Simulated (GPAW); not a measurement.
Runs of GPAW 26.7.0 on Zn. The structure is hexagonal, space group P6_3/mmc (No. 194). Conventional cell: a = 2.670 Å, b = 2.670 Å, c = 4.966 Å, α = 90.00°, β = 90.00°, γ = 120.00°. Zn (site symmetry -6m2) is surrounded by 12 Zn at 2.67 to 2.92 Å. 

```csv
task,level,potentials or basis,cell,k mesh,cutoff (eV),smearing,smearing order,band path,band points,supercell,supercell k mesh,grid spacing,gap on the mesh (eV),pressure (GPa)
electron localisation function,r2SCAN,"GPAW PAW data sets (gpaw-data 1.2.1), pw",as given,11 × 11 × 6,600,methfessel-paxton 0.2 eV,1,-,-,-,-,-,none,-4.4
band structure,PBEint,"PAW data sets generated in the run's folder for this functional, pw",as given,8 × 8 × 4,600,fermi-dirac 0.05 eV,-,"GMKGALHA,LM,KH",60,-,-,-,-,(b)
electron localisation function,AM05,"PAW data sets generated in the run's folder for this functional, pw",as given,11 × 11 × 6,600,fermi-dirac 0.05 eV,-,-,-,-,-,-,none,-5.9
band structure,PBE,"GPAW PAW data sets (gpaw-data 1.2.1), pw",as given,8 × 8 × 4,600,fermi-dirac 0.05 eV,-,"GMKGALHA,LM,KH",80,-,-,-,-,(a)
phonons,vdW-DF-cx,"GPAW PAW data sets (gpaw-data 1.2.1), fd",atoms relaxed,11 × 11 × 6,-,fermi-dirac 0.05 eV,-,-,-,1 × 1 × 1,11 × 11 × 6,0.16 Å,none,-
single point,LDA,"the program's PAW data sets (release 1.2.1) made for this functional, pw",as given,11 × 11 × 6,600,gaussian 0.02 eV,-,-,-,-,-,-,none,-9.4
relaxation of cell and atoms,PBEint,"PAW data sets generated in the run's folder for this functional, pw",relaxed,8 × 8 × 4,600,fermi-dirac 0.05 eV,-,-,-,-,-,-,none,0.0
```

Alike in all rows: no spin polarisation.

Question: Estimate the missing entries.

Answer: (a) -0.9; (b) -4.2.

Caveats: the PAW data sets were made with another functional, which shifts forces and pressure a little (some runs); this smearing can pin the Fermi level at a band edge (some runs); later steps reuse the first step's grids (some runs).

A k mesh can miss the band edges.

A gap of «none» marks a metal or a gap under the smearing width.

Not every run made on this cell is shown here.
